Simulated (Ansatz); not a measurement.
# Ni: the cost of one run

Computed with Ansatz 0.2.0 (DFT PBE, PAW, plane waves, scalar-relativistic, unless a step's input says otherwise).

The COD entry's cell or inner coordinates are ideal or old and differ from later refinements, so a difference from it is no clean test against experiment.

### Step 1. The starting structure

Symmetry: Fm-3m, No. 225, cubic system. The conventional cell has a = 3.517 Å, b = 3.517 Å, c = 3.517 Å, α = 90.00°, β = 90.00°, γ = 90.00°. Around Ni (site symmetry m-3m) lie 12 Ni at 2.49 Å.

Coordinates:

```cif
data_structure
_symmetry_space_group_name_H-M 'Fm-3m'
_symmetry_Int_Tables_number 225
_cell_length_a 3.5168
_cell_length_b 3.5168
_cell_length_c 3.5168
_cell_angle_alpha 90.000
_cell_angle_beta 90.000
_cell_angle_gamma 90.000
_cell_volume 43.50
loop_
_atom_site_label
_atom_site_type_symbol
_atom_site_symmetry_multiplicity
_atom_site_Wyckoff_symbol
_atom_site_fract_x
_atom_site_fract_y
_atom_site_fract_z
_atom_site_occupancy
Ni1 Ni 4 a 0.00000 0.00000 0.00000 1
```

Labels such as Ni2 number the atoms in the order of the input file.

First come: parallel moments, plain SCF; opposed moments +-, plain SCF; no spin polarisation; spin on, no moments given (the program may seed its own), plain SCF. What is tried next depends on their ends.

“Plain SCF” means no search for lower states. 

The total moment includes the space between the atomic spheres.

### Step 2. Parallel moments, plain SCF

Contents of input.yaml:

```yaml
crystal:
  lattice:
    - [0.0, -1.7584, -1.7584]
    - [-3.5168, -1.7584, -1.7584]
    - [0.0, 1.7584, -1.7584]
  atoms:
    - { symbol: Ni, position: [0.0, 0.0, 0.0], spin: 2.0 }
    - { symbol: Ni, position: [0.0, 0.5, 0.5], spin: 2.0 }
magnetization:
  spin_polarized: true
hamiltonian:
  xc: pbe
  pseudopotentials: { kind: paw }
basis:
  ecutwfc: 420
kpoints:
  mp_grid: { grid: [12, 7, 10] }
scf:
  occupations: { method: fermi_dirac, width: 0.1 }
  lower_state_search: "off"
output:
  forces: true
  stress: true
```

Started as:

```bash
ansatz run input.yaml --threads 2 --pin off --max-ram 5120MiB --backend cpu --events-out ev --progress --plain --runs-dir out
```

What time and memory should one allow on 2 threads of AMD EPYC 7R43 (Zen 3), shared host?

About 11 s, with a peak of 0.47 GiB.
